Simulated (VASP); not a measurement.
# PbI2 (P-3m1) in VASP: further runs

One crystal, PbI2, is run at these levels: LDA, PBE; tasks: relaxation of cell and atoms.

All numbers are computed with VASP 6.6.1; they aren't measurements. Logs are shortened: lines on timing, memory, paths and dates and some standing lists are left out, and cuts for length are marked.

## (1) The structure

Symmetry: P-3m1, No. 164, trigonal system. The conventional cell has a = 4.555 Å, b = 4.555 Å, c = 6.977 Å, α = 90.00°, β = 90.00°, γ = 120.00°. Pb (site symmetry -3m) has 6 I at 3.21 Å as nearest neighbours. I (site symmetry 3m) has 3 Pb at 3.21 Å as nearest neighbours.

## (2) Relaxation of cell and atoms, LDA

Contents of INCAR:

```
PREC     = Accurate       # precision mode
ENCUT    = 600            # plane-wave cutoff, eV
EDIFF    = 1E-6           # SCF threshold, eV
ISMEAR   = 0              # smearing method
SIGMA    = 0.03           # smearing width, eV
LREAL    = False          # projectors in reciprocal space
LASPH    = True           # aspherical terms in the spheres
NELM     = 80             # most SCF steps
ALGO     = Normal         # electronic algorithm
ISIF     = 3              # what is computed and relaxed
LWAVE    = False          # write WAVECAR
LCHARG   = False          # write CHGCAR
IBRION   = 2              # ionic algorithm
NSW      = 90             # ionic steps
EDIFFG   = -0.01          # ionic threshold
KPAR     = 2
```

Contents of KPOINTS:

```
Automatic mesh
0
Gamma
  9 9 4
```

Contents of POSCAR:

```
PbI2
1.0
    4.5550000000      0.0000000000      0.0000000000
   -2.2775000000      3.9447457142      0.0000000000
    0.0000000000      0.0000000000      6.9770000000
Pb I
1 2
Direct
    0.0000000000      0.0000000000      0.0000000000
    0.3333333333      0.6666666667      0.2650000000
    0.6666666667      0.3333333333      0.7350000000
```

Potentials or basis: VASP PAW LDA potentials, release 64 (Pb_d, I).

Started as:

```console
$ cat potpaw_LDA.64/Pb_d/POTCAR potpaw_LDA.64/I/POTCAR > POTCAR
$ mpirun -np 2 vasp_std > vasp.out
```

OUTCAR:

```text
PREC = Accurate
   ENCUT = 600
   EDIFF = 1E-6
   ISMEAR = 0
   LREAL = False
   LASPH = True
   NELM = 80
   ISIF = 3
   IBRION = 2
   NSW = 90
   EDIFFG = -0.01

 ion  position               nearest neighbor table
   1  0.000  0.000  0.000-   2 3.21   3 3.21   2 3.21   3 3.21   3 3.21   2 3.21
   2  0.333  0.667  0.265-   1 3.21   1 3.21   1 3.21
   3  0.667  0.333  0.735-   1 3.21   1 3.21   1 3.21

  LATTYP: Found a hexagonal cell.
 ALAT       =     4.5550000000
 C/A-ratio  =     1.5317233809

  Lattice vectors:

 A1 = (   4.5550000000,   0.0000000000,   0.0000000000)
 A2 = (  -2.2775000000,   3.9447457142,   0.0000000000)
 A3 = (   0.0000000000,   0.0000000000,   6.9770000000)

Analysis of symmetry for initial positions (statically):
=====================================================================
 Subroutine PRICEL returns:
 Original cell was already a primitive cell.

 Routine SETGRP: Setting up the symmetry group for a
 hexagonal supercell.

 Subroutine GETGRP returns: Found 12 space group operations
 (whereof 12 operations were pure point group operations)
 out of a pool of 24 trial point group operations.

The static configuration has the point symmetry D_3d.

Analysis of symmetry for dynamics (positions and initial velocities):
=====================================================================
 Subroutine PRICEL returns:
 Original cell was already a primitive cell.

 Routine SETGRP: Setting up the symmetry group for a
 hexagonal supercell.

 Subroutine GETGRP returns: Found 12 space group operations
 (whereof 12 operations were pure point group operations)
 out of a pool of 24 trial point group operations.

The dynamic configuration has the point symmetry D_3d.

 Subroutine INISYM returns: Found 12 space group operations
 (whereof 12 operations are pure point group operations),
 and found     1 'primitive' translations

----------------------------------------------------------------------------------------

                                     Primitive cell

  volume of cell :     125.3649

  direct lattice vectors                    reciprocal lattice vectors
     4.555000000  0.000000000  0.000000000     0.219538968  0.126750882  0.000000000
    -2.277500000  3.944745714  0.000000000     0.000000000  0.253501765  0.000000000
     0.000000000  0.000000000  6.977000000     0.000000000  0.000000000  0.143328078

  length of vectors
     4.555000000  4.555000000  6.977000000     0.253501765  0.253501765  0.143328078

  position of ions in fractional coordinates (direct lattice)
     0.000000000  0.000000000  0.000000000
     0.333333333  0.666666667  0.265000000
     0.666666667  0.333333333  0.735000000

  ion indices of the primitive-cell ions
   primitive index   ion index
                 1           1
                 2           2
                 3           3

----------------------------------------------------------------------------------------

 KPOINTS: Automatic mesh

Automatic generation of k-mesh.
 Grid dimensions read from file:
 generate k-points for:    9    9    4

 Generating k-lattice:

  Cartesian coordinates                     Fractional coordinates (reciprocal lattice)
     0.024393219  0.014083431  0.000000000     0.111111111  0.000000000  0.000000000
     0.000000000  0.028166863  0.000000000     0.000000000  0.111111111  0.000000000
     0.000000000  0.000000000  0.035832019     0.000000000  0.000000000  0.250000000

  Length of vectors
     0.028166863  0.028166863  0.035832019

  Shift w.r.t. Gamma in fractional coordinates (k-lattice)
     0.000000000  0.000000000  0.000000000

 Subroutine IBZKPT returns following result:
 ===========================================

 Found     43 irreducible k-points:

 Following reciprocal coordinates:
            Coordinates               Weight
  0.000000  0.000000  0.000000      1.000000
  0.111111  0.000000  0.000000      6.000000
  0.222222 -0.000000  0.000000      6.000000
  0.333333  0.000000  0.000000      6.000000
  0.444444 -0.000000  0.000000      6.000000
  0.111111  0.111111  0.000000      6.000000
[... 16 lines left out ...]
  0.222222  0.111111  0.250000     12.000000
 -0.111111  0.333333  0.250000     12.000000
 [... further k-points ...]
   k-points           NKPTS =     43   k-points in BZ     NKDIM =     43   number of bands    NBANDS=     18
   number of dos      NEDOS =    301   number of ions     NIONS =      3
   total plane-waves  NPLWV =  72576
   dimension x,y,z NGX =    36 NGY =   36 NGZ =   56
   dimension x,y,z NGXF=    72 NGYF=   72 NGZF=  112
   ions per type =               1   2
   NGX,Y,Z   is equivalent  to a cutoff of  13.14, 13.14, 13.34 a.u.
   NGXF,Y,Z  is equivalent  to a cutoff of  26.28, 26.28, 26.69 a.u.
 SYSTEM =  unknown system
   PREC   = accura    normal or accurate (medium, high low for compatibility)
   ISTART =      0    job   : 0-new  1-cont  2-samecut
   ICHARG =      2    charge: 1-file 2-atom 10-const
   ISPIN  =      1    spin polarized calculation?
   LNONCOLLINEAR =      F non collinear calculations
   LSORBIT =      F    spin-orbit coupling
   LASPH  =      T    aspherical Exc in radial PAW
   ENCUT  =  600.0 eV  44.10 Ry    6.64 a.u.   9.10  9.10 13.93*2*pi/ulx,y,z
   NELM   =     80;   NELMIN=  2; NELMDL= -5     # of ELM steps
   EDIFF  = 0.1E-05   stopping-criterion for ELM
   LREAL  =      F    real-space projection
   EDIFFG = -.1E-01   stopping-criterion for IOM
   NSW    =     90    number of steps for IOM
   IBRION =      2    ionic relax: 0-MD 1-quasi-New 2-CG
   NFREE  =      1    steps in history (QN), initial steepest desc. (CG)
   ISIF   =      3    stress and relaxation
   ISYM   =      2    0-nonsym 1-usesym 2-fastsym
   POTIM  = 0.5000    time-step for ionic-motion
   TEBEG  =    0.0;   TEEND  =   0.0 temperature during run
   PSTRESS=    0.0 pullay stress
   NELECT =      28.0000    total number of electrons
   NUPDOWN=      -1.0000    fix difference up-down
   EMIN   =  10.00;   EMAX   =-10.00  energy-range for DOS
   EFERMI =   0.00;   METHOD = LEGACY
   ISMEAR =     0;   SIGMA  =   0.03  broadening in eV -4-tet -1-fermi 0-gaus
   EFERMI_NEDOS =   21; number of points for ismear=-14 and -15
   IALGO  =     38    algorithm
   IMIX   =      4    mixing-type and parameters
     AMIX     =   0.40;   BMIX     =  1.00
     AMIX_MAG =   1.60;   BMIX_MAG =  1.00
  volume/ion in A,a.u.               =      41.79       282.00
  Fermi-wavevector in a.u.,A,eV,Ry     =   0.993273  1.877015 13.423400  0.986592
  Thomas-Fermi vector in A             =   2.125144
   LORBIT       =      0    0 simple, 1 ext, 2 COOP (PROOUT), +10 PAW based schemes
   GGA     = CA    functional components
   LHFCALC =     F    Hartree Fock is set to
   AEXX    =    0.0000 exact exchange contribution
   IVDW    =     0    specifies the selected vdW correction
   LEPSILON=     F    determine dielectric tensor
   LRPA    =     F    only Hartree local field effects (RPA)
 conjugate gradient relaxation of ions
 non-spin polarized calculation
 Gauss-broadening in eV      SIGMA  =   0.03
  energy-cutoff  :      600.00
  volume of cell :      125.36
 maximum number of plane-waves:      4203
   NGX = 19   NGY = 19   NGZ = 27

--------------------------------------- Ionic step        1  -------------------------------------------

 number of electron      28.0000003 magnetization

 Free energy of the ion-electron system (eV)
  ---------------------------------------------------
  ext. energy  EPLUGINS =         0.00000000
  ---------------------------------------------------
  free energy    TOTEN  =       -10.02780498 eV

  energy without entropy =      -10.02780498  energy(sigma->0) =      -10.02780498

------------------------ aborting loop because EDIFF is reached ----------------------------------------

  FORCE on cell =-STRESS in cart. coord.  units (eV):
  Direction    XX          YY          ZZ          XY          YZ          ZX
  --------------------------------------------------------------------------------------
  -------------------------------------------------------------------------------------
  Total       -0.8016515     -0.8016515     -0.7413918      0.0000000     -0.0000000      0.0000000
  in kB      -10.2451919    -10.2451919     -9.4750665      0.0000000     -0.0000000      0.0000000
  external PRESSURE =      -9.9884834 kB  Pullay stress =       0.0000000 kB
[... 92 lines left out ...]
  FREE ENERGIE OF THE ION-ELECTRON SYSTEM (eV)
  ---------------------------------------------------
  free  energy   TOTEN  =       -10.0410743887 eV

  energy  without entropy=      -10.0410743887  energy(sigma->0) =      -10.04107439

[... ionic steps 4 to 8 ...]

--------------------------------------- Ionic step        9  -------------------------------------------

 number of electron      27.9999999 magnetization

------------------------ aborting loop because EDIFF is reached ----------------------------------------

  FORCE on cell =-STRESS in cart. coord.  units (eV):
  Direction    XX          YY          ZZ          XY          YZ          ZX
  --------------------------------------------------------------------------------------
  -------------------------------------------------------------------------------------
  Total       -0.0578631     -0.0578631     -0.0822785      0.0000000      0.0000000      0.0000000
  in kB       -0.7858330     -0.7858330     -1.1174154      0.0000000      0.0000000      0.0000000
  external PRESSURE =      -0.8963605 kB  Pullay stress =       0.0000000 kB
[... 59 lines left out ...]
  energy  without entropy=      -10.0490386270  energy(sigma->0) =      -10.04903863

--------------------------------------- Ionic step       11  -------------------------------------------

 number of electron      27.9999999 magnetization

 Free energy of the ion-electron system (eV)
  ---------------------------------------------------
  ext. energy  EPLUGINS =         0.00000000
  ---------------------------------------------------
  free energy    TOTEN  =       -10.04997862 eV

  energy without entropy =      -10.04997862  energy(sigma->0) =      -10.04997862

 E-fermi :   3.4346     XC(G=0):  -8.7987

 val. band max:        3.2944691826   @ k =   0.0000   0.0000   0.5000
 cond. band min:       5.1919270863   @ k =   0.0000   0.0000   0.5000
 fundamental gap:      1.8974579038
 Fermi energy:         3.4346325437

 k-point     1 :       0.0000    0.0000    0.0000
  band No.  band energies     occupation
      1     -12.9641      2.00000
      2     -12.9641      2.00000
      3     -12.9382      2.00000
      4     -12.9310      2.00000
      5     -12.9310      2.00000
      6      -9.3886      2.00000
[... 10 lines left out ...]
     17       6.4491      0.00000
     18       9.5459      0.00000
[... 466 lines left out ...]
      2     -12.9596      2.00000
      3     -12.9368      2.00000
      4     -12.9293      2.00000
      5     -12.9221      2.00000
      6      -8.9166      2.00000
[... 10 lines left out ...]
     17       7.3809      0.00000
     18       9.2115      0.00000

 [... further k-points ...]

------------------------ aborting loop because EDIFF is reached ----------------------------------------

  FORCE on cell =-STRESS in cart. coord.  units (eV):
  Direction    XX          YY          ZZ          XY          YZ          ZX
  --------------------------------------------------------------------------------------
  -------------------------------------------------------------------------------------
  Total        0.0014363      0.0014363     -0.0035203      0.0000000      0.0000000      0.0000000
  in kB        0.0195637      0.0195637     -0.0479485      0.0000000      0.0000000      0.0000000
  external PRESSURE =      -0.0029404 kB  Pullay stress =       0.0000000 kB
[... 18 lines left out ...]
  FREE ENERGIE OF THE ION-ELECTRON SYSTEM (eV)
  ---------------------------------------------------
  free  energy   TOTEN  =       -10.0499786180 eV

  energy  without entropy=      -10.0499786180  energy(sigma->0) =      -10.04997862

 reached required accuracy - stopping structural energy minimisation
```

Wall time 2.9 min (2 MPI ranks of AMD EPYC 9R45 (Zen 5), shared host); peak memory 0.27 GiB.

What came out:

```yaml
Free_energy: -10.0500 eV
Relaxed_volume: 39.21 Å³/atom
Relaxed_cell: a = 4.473 Å, b = 4.473 Å, c = 6.790 Å, α = 90.00°, β = 90.00°, γ = 120.00°
Space_group_after_relaxing_to_0.05_Å: P-3m1 (No. 164)
Energy_gained_by_relaxing: 7.4 meV/atom
Ionic_steps: 11
Pressure_after_relaxing: 0.0 GPa
Band_gap_on_the_k_mesh: 1.90 eV, direct
```

The path:
```
step  energy change (eV)  largest force (eV/Å)  pressure (GPa)  volume (Å³)
   1              0.0000                0.0582           -1.00       125.36
   2             -0.0130                0.1487            0.14       120.70
   3             -0.0133                0.1199           -0.03       121.30
   4             -0.0146                0.1105           -0.02       120.99
   5             -0.0179                0.0807           -0.01       120.05
   6             -0.0208                0.0157            0.01       118.20
   7             -0.0216                0.0038           -0.03       118.11
   8             -0.0221                0.0175           -0.09       117.94
   9             -0.0221                0.0132           -0.09       117.97
  10             -0.0212                0.0427            0.28       116.60
  11             -0.0222                0.0013            0.00       117.63
```

Final structure:
```cif
data_structure
_symmetry_space_group_name_H-M 'P 1'
_symmetry_Int_Tables_number 1
_cell_length_a 4.4725
_cell_length_b 4.4725
_cell_length_c 6.7901
_cell_angle_alpha 90.000
_cell_angle_beta 90.000
_cell_angle_gamma 120.000
_cell_volume 117.63
loop_
_atom_site_label
_atom_site_type_symbol
_atom_site_fract_x
_atom_site_fract_y
_atom_site_fract_z
_atom_site_occupancy
Pb1 Pb 0.00000 0.00000 0.00000 1
I1 I 0.33333 0.66667 0.27460 1
I2 I 0.66667 0.33333 0.72540 1
```

Caveat: spin-orbit coupling is left out, which as a rule narrows the gap of such compounds by several tenths of an eV; an odd mesh through Γ misses points on the zone boundary, where band edges often lie. Zero-point motion and thermal expansion aren't in these numbers.

## (3) Relaxation of cell and atoms, LDA

This run uses another cell than the first one, of 39.21 Å³/atom, 0.938 times its volume.

Changes to INCAR since step 2:

```diff
@@ -2,3 +2,3 @@
 ENCUT    = 600            # plane-wave cutoff, eV
-EDIFF    = 1E-6           # SCF threshold, eV
+EDIFF    = 1E-7           # SCF threshold, eV
 ISMEAR   = 0              # smearing method
@@ -14,3 +14,3 @@
 NSW      = 90             # ionic steps
-EDIFFG   = -0.01          # ionic threshold
+EDIFFG   = -0.005         # ionic threshold
 KPAR     = 2
```

KPOINTS is that of step 2.

Contents of POSCAR:

```
PbI2                                    
1.0
    4.4725279720     -0.0000000000     -0.0000000000
   -2.2362639860      3.8733228429      0.0000000000
    0.0000000000      0.0000000000      6.7901175183
  Pb              I             
     1     2
Direct
     0.0000000000000000    0.0000000000000000    0.0000000000000000
     0.3333333332999970    0.6666666667000030    0.2745970736184541
     0.6666666667000030    0.3333333332999970    0.7254029263815457
```

Potentials or basis: VASP PAW LDA potentials, release 64 (Pb_d, I).

Started as:

```console
$ cat potpaw_LDA.64/Pb_d/POTCAR potpaw_LDA.64/I/POTCAR > POTCAR
$ mpirun -np 2 vasp_std > vasp.out
```

Wall time 31 s (2 MPI ranks of AMD EPYC 9R45 (Zen 5), shared host); peak memory 0.25 GiB.

Results (log left out):

| Quantity | Value |
| --- | --- |
| Free energy | -10.0497 eV |
| Pressure after relaxing | 0.0 GPa |
| Band gap on the k mesh | 1.90 eV, direct |

Final structure:
```yaml
crystal:
  lattice:
    - [4.47253, 0.00000, 0.00000]
    - [-2.23626, 3.87332, 0.00000]
    - [0.00000, 0.00000, 6.79012]
  atoms:
    - { symbol: Pb, position: [0.00000, 0.00000, 0.00000] }
    - { symbol: I, position: [0.33333, 0.66667, 0.27460] }
    - { symbol: I, position: [0.66667, 0.33333, 0.72540] }
```

Levels at points of the mesh, in eV from the valence-band top:
| k point | band 10 | band 11 | band 12 | band 13 | band 14 | band 15 | band 16 | band 17 | band 18 |
| --- | --- | --- | --- | --- | --- | --- | --- | --- | --- |
| (0.00, 0.00, 0.00) | -1.20 | -1.20 | -1.17 | -1.17 | -0.92 | 2.23 | 3.15 | 3.15 | 6.25 |
| (0.00, 0.00, 0.50) | -1.41 | -1.41 | -0.90 | -0.90 | 0.00 | 1.90 | 2.90 | 2.90 | 5.84 |

Caveat: the relaxation stopped at its first step, so nothing moved; spin-orbit coupling is left out, which as a rule narrows the gap of such compounds by several tenths of an eV; an odd mesh through Γ misses points on the zone boundary, where band edges often lie.

(Part 1 of 2 ends here.)
